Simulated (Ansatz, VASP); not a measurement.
Pd in VASP and in Ansatz

```
Pd
1.0
     0.00000    1.97900    1.97900
     1.97900    0.00000    1.97900
     1.97900    1.97900    0.00000
Pd
1
Direct
  0.00000 0.00000 0.00000
```

Alike in both runs: task single point; functional PBE; k mesh 12 × 12 × 12; occupations fermi-dirac, width 0.1 eV; no spin polarisation.

|  | VASP | Ansatz |
| --- | --- | --- |
| version | VASP 6.6.1 | Ansatz 0.2.0 |
| potentials or method | VASP PAW PBE potentials, release 64 (Pd) | PAW, plane waves, scalar-relativistic |
| plane-wave cutoff (eV) | 520 | 420 |
| valence electrons in the cell | 10 | 18 |

```tsv
	VASP	Ansatz	Ansatz less VASP
pressure (GPa)	-1.9	-1.7	+0.26
```

With one functional, cell and mesh, what is left measures potentials, basis and numerics. The two sets of potentials don't hold the same shells in valence.
